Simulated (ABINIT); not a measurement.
Input of an ABINIT 10.8.3 (patched build) run:

run.abi

```
pp_dirpath "./"
pseudos "78_Pt_18_2.2_2.4_pbe_n_v1.0.psp8, 13_Al_3_1.9_1.9_pbe_n_v1.0.psp8"

acell 4.1790010768 4.1790010768 4.1790010768 Angstrom
rprim
     0.0000000000     0.7071067812     0.7071067812
     0.7071067812     0.0000000000     0.7071067812
     0.7071067812     0.7071067812     0.0000000000
ntypat 2
znucl 78 13
natom 3
typat 1 2 2
xcart
     0.0000000000     0.0000000000     0.0000000000
     8.3762110474     8.3762110474     8.3762110474
     2.7920703491     2.7920703491     2.7920703491

ecut 22.0

kptopt 1
ngkpt 8 8 8
nshiftk 1
shiftk 0.0 0.0 0.0

ixc 11

nband 16
occopt 3
tsmear 0.05 eV

nstep 100
tolvrs 1.0e-10

iomode 3
prtwf 0
prtden 0
prteig 0
prtebands 0
enunit 1
```

Potentials or basis: SPMS NC PBE v1.0.

Launch:

```bash
$ abinit run.abi > log 2>&1
```

Predict the band gap on the k mesh.

none (metal or under the smearing width).

What does it give for the pressure?

2.4 GPa.

Spin-orbit coupling is left out, which matters for the levels of Pt.
